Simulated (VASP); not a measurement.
# CdTe (F-43m) in VASP: notebook, part 2 of 2

VASP 6.6.1. Earlier steps stand in the parts before.

### 3 Relaxation of the atoms, PBEsol (a relaxed cell with its volume scaled by 0.98)

INCAR reads:

```
PREC     = Accurate       # precision mode
ENCUT    = 600            # plane-wave cutoff, eV
EDIFF    = 1E-7           # SCF threshold, eV
ISMEAR   = 0              # smearing method
SIGMA    = 0.03           # smearing width, eV
LREAL    = F              # projectors in reciprocal space
LASPH    = T              # aspherical terms in the spheres
NELM     = 80             # most SCF steps
ALGO     = Normal         # electronic algorithm
ISIF     = 2              # what is computed and relaxed
LWAVE    = F              # write WAVECAR
LCHARG   = F              # write CHGCAR
GGA      = PS             # functional
IBRION   = 2              # ionic algorithm
NSW      = 40             # ionic steps
EDIFFG   = -0.01          # ionic threshold
```

KPOINTS reads:

```
regular mesh
0
Gamma
  8 8 8
```

POSCAR reads:

```
CdTe                                    
1.0
    0.0000000000      3.2260002281      3.2260002281
    3.2260002281      0.0000000000      3.2260002281
    3.2260002281      3.2260002281      0.0000000000
  Cd              Te            
     1     1
Direct
     0.0000000000000000    0.0000000000000000    0.0000000000000000
     0.2500000000000000    0.2500000000000000    0.2500000000000000
```

Potentials or basis: VASP PAW PBE potentials, release 64 (Cd, Te).

Launch:

```sh
> cat potpaw_PBE.64/Cd/POTCAR potpaw_PBE.64/Te/POTCAR > POTCAR
> mpirun -np 1 vasp_std > vasp.out
```

OUTCAR:

```text
PREC = Accurate
   ENCUT = 600
   EDIFF = 1E-7
   ISMEAR = 0
   LREAL = F
   LASPH = T
   NELM = 80
   ISIF = 2
   GGA = PS
   IBRION = 2
   NSW = 40
   EDIFFG = -0.01

 ion  position               nearest neighbor table
   1  0.000  0.000  0.000-   2 2.79   2 2.79   2 2.79   2 2.79
   2  0.250  0.250  0.250-   1 2.79   1 2.79   1 2.79   1 2.79

  LATTYP: Found a face centered cubic cell.
 ALAT       =     6.4520004562

  Lattice vectors:

 A1 = (   0.0000000000,   3.2260002281,   3.2260002281)
 A2 = (   3.2260002281,   0.0000000000,   3.2260002281)
 A3 = (   3.2260002281,   3.2260002281,   0.0000000000)

Analysis of symmetry for initial positions (statically):
=====================================================================
 Subroutine PRICEL returns:
 Original cell was already a primitive cell.

 Routine SETGRP: Setting up the symmetry group for a
 face centered cubic supercell.

 Subroutine GETGRP returns: Found 24 space group operations
 (whereof 24 operations were pure point group operations)
 out of a pool of 48 trial point group operations.

The static configuration has the point symmetry T_d .

Analysis of symmetry for dynamics (positions and initial velocities):
=====================================================================
 Subroutine PRICEL returns:
 Original cell was already a primitive cell.

 Routine SETGRP: Setting up the symmetry group for a
 face centered cubic supercell.

 Subroutine GETGRP returns: Found 24 space group operations
 (whereof 24 operations were pure point group operations)
 out of a pool of 48 trial point group operations.

The dynamic configuration has the point symmetry T_d .

 Subroutine INISYM returns: Found 24 space group operations
 (whereof 24 operations are pure point group operations),
 and found     1 'primitive' translations

----------------------------------------------------------------------------------------

                                     Primitive cell

  volume of cell :      67.1465

[... 114 lines left out ...]
   LHFCALC =     F    Hartree Fock is set to
   AEXX    =    0.0000 exact exchange contribution
   IVDW    =     0    specifies the selected vdW correction
   LEPSILON=     F    determine dielectric tensor
   LRPA    =     F    only Hartree local field effects (RPA)
 conjugate gradient relaxation of ions
 non-spin polarized calculation
 Gauss-broadening in eV      SIGMA  =   0.03
  energy-cutoff  :      600.00
  volume of cell :       67.15
 maximum number of plane-waves:      2272
   NGX = 19   NGY = 19   NGZ = 19

 number of electron      17.9999994 magnetization

 Free energy of the ion-electron system (eV)
  ---------------------------------------------------
  ext. energy  EPLUGINS =         0.00000000
  ---------------------------------------------------
  free energy    TOTEN  =        -5.48547657 eV

  energy without entropy =       -5.48547657  energy(sigma->0) =       -5.48547657

 E-fermi :   2.4665     XC(G=0):  -8.8413

 val. band max:        2.3340789514   @ k =   0.0000   0.0000   0.0000
 cond. band min:       3.0364116176   @ k =   0.0000   0.0000   0.0000
 fundamental gap:      0.7023326662
 Fermi energy:         2.4665355127

 k-point     1 :       0.0000    0.0000    0.0000
  band No.  band energies     occupation
      1      -8.9568      2.00000
      2      -5.9701      2.00000
      3      -5.9701      2.00000
      4      -5.9701      2.00000
      5      -5.6949      2.00000
      6      -5.6949      2.00000
      7       2.3341      2.00000
      8       2.3341      2.00000
      9       2.3341      2.00000
     10       3.0364      0.00000
     11       6.8705      0.00000
     12       6.8705      0.00000
     13       6.8705      0.00000
[... 354 lines left out ...]
  band No.  band energies     occupation
      1      -8.4741      2.00000
      2      -5.8774      2.00000
      3      -5.8639      2.00000
      4      -5.7122      2.00000
      5      -5.6895      2.00000
      6      -5.2400      2.00000
      7      -2.0190      2.00000
      8       0.1896      2.00000
      9       1.0171      2.00000
     10       5.5397      0.00000
     11       6.8236      0.00000
     12       8.2762      0.00000
     13       9.4694      0.00000

 [... further k-points ...]
[... 5 lines left out ...]
  --------------------------------------------------------------------------------------
  -------------------------------------------------------------------------------------
  Total        0.3691135      0.3691135      0.3691135      0.0000000      0.0000000      0.0000000
  in kB        8.8073922      8.8073922      8.8073922      0.0000000      0.0000000      0.0000000
  external PRESSURE =       8.8073922 kB  Pullay stress =       0.0000000 kB

 VOLUME and BASIS-vectors are now :
 -----------------------------------------------------------------------------
  energy-cutoff  :      600.00
  volume of cell :       67.15
      direct lattice vectors                 reciprocal lattice vectors
     0.000000000  3.226000228  3.226000228    -0.154990690  0.154990690  0.154990690
     3.226000228  0.000000000  3.226000228     0.154990690 -0.154990690  0.154990690
     3.226000228  3.226000228  0.000000000     0.154990690  0.154990690 -0.154990690

 POSITION                                       TOTAL-FORCE (eV/Angst)
 -----------------------------------------------------------------------------------
      0.00000      0.00000      0.00000        -0.000000     -0.000000     -0.000000
      1.61300      1.61300      1.61300         0.000000      0.000000      0.000000
 -----------------------------------------------------------------------------------
    total drift:                               -0.000000     -0.000000     -0.000000

  FREE ENERGIE OF THE ION-ELECTRON SYSTEM (eV)
  ---------------------------------------------------
  free  energy   TOTEN  =        -5.4854765651 eV

  energy  without entropy=       -5.4854765651  energy(sigma->0) =       -5.48547657

 reached required accuracy - stopping structural energy minimisation
```

OSZICAR:

```text
N       E                     dE             d eps       ncg     rms          rms(c)
DAV:   1     0.109692049000E+03    0.10969E+03   -0.91062E+03   762   0.135E+03
DAV:   2    -0.125290280544E+01   -0.11094E+03   -0.10650E+03   844   0.291E+02
DAV:   3    -0.569916080349E+01   -0.44463E+01   -0.44334E+01   899   0.609E+01
DAV:   4    -0.574058914331E+01   -0.41428E-01   -0.41424E-01  1065   0.524E+00
DAV:   5    -0.574075463597E+01   -0.16549E-03   -0.16549E-03   909   0.283E-01    0.561E+00
DAV:   6    -0.550411274841E+01    0.23664E+00   -0.54014E-01   869   0.104E+01    0.466E+00
DAV:   7    -0.548646871838E+01    0.17644E-01   -0.11372E-01   854   0.258E+00    0.188E+00
DAV:   8    -0.548546640330E+01    0.10023E-02   -0.10096E-02   789   0.141E+00    0.549E-01
DAV:   9    -0.548542717684E+01    0.39226E-04   -0.78401E-04   869   0.342E-01    0.126E-01
DAV:  10    -0.548545533633E+01   -0.28159E-04   -0.11811E-04   844   0.116E-01    0.564E-02
DAV:  11    -0.548547867214E+01   -0.23336E-04   -0.48409E-05   787   0.473E-02    0.346E-02
DAV:  12    -0.548547664308E+01    0.20291E-05   -0.50474E-06   884   0.175E-02    0.185E-02
DAV:  13    -0.548547656512E+01    0.77956E-07   -0.40460E-07   844   0.443E-03
   1 F= -.54854766E+01 E0= -.54854766E+01  d E =-.548548E+01
```

CONTCAR:

```text
CdTe
   1.00000000000000
     0.0000000000000000    3.2260002281000002    3.2260002281000002
     3.2260002281000002    0.0000000000000000    3.2260002281000002
     3.2260002281000002    3.2260002281000002    0.0000000000000000
  Cd              Te
     1     1
Direct
     0.0000000000000000    0.0000000000000000    0.0000000000000000
     0.2500000000000000    0.2500000000000000    0.2500000000000000

  0.00000000E+00  0.00000000E+00  0.00000000E+00
  0.00000000E+00  0.00000000E+00  0.00000000E+00
```

It took 39 s on 1 thread of Intel Xeon Platinum 8175M at 2.50GHz (Skylake/Cascade Lake), shared host; peak memory 0.21 GiB.

Results:

- Free energy: -5.4855 eV
- Pressure after relaxing: 0.9 GPa
- Band gap on the k mesh: 0.70 eV, direct

Final structure:
```
CELL_PARAMETERS angstrom
0.00000 3.22600 3.22600
3.22600 0.00000 3.22600
3.22600 3.22600 0.00000
ATOMIC_POSITIONS crystal
Cd 0.00000 0.00000 0.00000
Te 0.25000 0.25000 0.25000
```

Levels at points of the mesh, in eV from the valence-band top:
```
           k point  band 6  band 7  band 8  band 9  band 10  band 11  band 12  band 13
(0.00, 0.00, 0.00)   -8.03    0.00    0.00    0.00     0.70     4.54     4.54     4.54
(0.50, 0.00, 0.00)   -7.67   -4.55   -0.80   -0.80     1.75     5.12     5.12     6.94
(0.50, 0.50, 0.00)   -7.53   -4.42   -1.93   -1.93     2.46     2.59     8.80     9.14
```

Caveat: the relaxation stopped at its first step, so nothing moved; the PAW data sets were made with another functional, which shifts forces and pressure a little; spin-orbit coupling is left out, which moves the levels of the heavy elements.

### 4 Relaxation of the atoms, PBEsol

INCAR is that of step 3.

KPOINTS is that of step 3.

POSCAR reads:

```
CdTe                                    
1.0
    0.0000000000      3.2477981882      3.2477981882
    3.2477981882      0.0000000000      3.2477981882
    3.2477981882      3.2477981882      0.0000000000
  Cd              Te            
     1     1
Direct
     0.0000000000000000    0.0000000000000000    0.0000000000000000
     0.2500000000000000    0.2500000000000000    0.2500000000000000
```

Launch:

```sh
> cat potpaw_PBE.64/Cd/POTCAR potpaw_PBE.64/Te/POTCAR > POTCAR
> mpirun -np 1 vasp_std > vasp.out
```

It took 47 s on 1 thread of Intel Xeon Platinum 8175M at 2.50GHz (Skylake/Cascade Lake), shared host; peak memory 0.25 GiB.

It converged, with:

```
Free energy             : -5.4895 eV
Pressure after relaxing : 0.0 GPa
Band gap on the k mesh  : 0.64 eV, direct
```

Final structure:
```
Cd Te
1.0
     0.00000    3.24780    3.24780
     3.24780    0.00000    3.24780
     3.24780    3.24780    0.00000
Cd Te
1 1
Direct
  0.00000 0.00000 0.00000
  0.25000 0.25000 0.25000
```

Levels at points of the mesh, in eV from the valence-band top:
```
           k point  band 5  band 6  band 7  band 8  band 9  band 10  band 11  band 12  band 13
(0.00, 0.00, 0.00)   -7.97   -7.97    0.00    0.00    0.00     0.64     4.55     4.55     4.55
(0.50, 0.00, 0.00)   -7.96   -7.63   -4.44   -0.77   -0.77     1.73     5.13     5.13     6.93
(0.50, 0.50, 0.00)   -7.94   -7.50   -4.32   -1.86   -1.86     2.51     2.60     8.69     9.04
```

Caveat: the relaxation stopped at its first step, so nothing moved; the PAW data sets were made with another functional, which shifts forces and pressure a little; spin-orbit coupling is left out, which moves the levels of the heavy elements.

### 5 Summary

| cell | gap on the mesh (eV) | pressure (GPa) |
| --- | --- | --- |
| atoms relaxed from: a relaxed cell with its volume scaled by 0.96 | 0.76 | 1.9 |
| atoms relaxed from: a relaxed cell with its volume scaled by 0.98 | 0.70 | 0.9 |
| atoms relaxed | 0.64 | 0.0 |

Alike in all rows: task relaxation of the atoms; level PBEsol; potentials or basis VASP PAW PBE potentials, release 64 (Cd, Te); no spin polarisation; k mesh 8 × 8 × 8; cutoff (eV) 600; smearing gaussian 0.03 eV.

Caveats: the relaxation stopped at its first step, so nothing moved; the PAW data sets were made with another functional, which shifts forces and pressure a little; spin-orbit coupling is left out, which moves the levels of the heavy elements.

Total energies depend on the potentials used, so only differences within one code and one set of settings carry meaning.

### 6 Comparison with measurements

Step 4. Against the measured gap of CdTe, 1.607 eV (0 K; a printed reference work, data compilation), the calculated 0.64 eV is off by -0.96 eV. Spin-orbit coupling on Cd, Te is left out. The value is that of PBEsol, without temperature or zero-point motion. Semilocal functionals fall short of measured gaps as a rule.
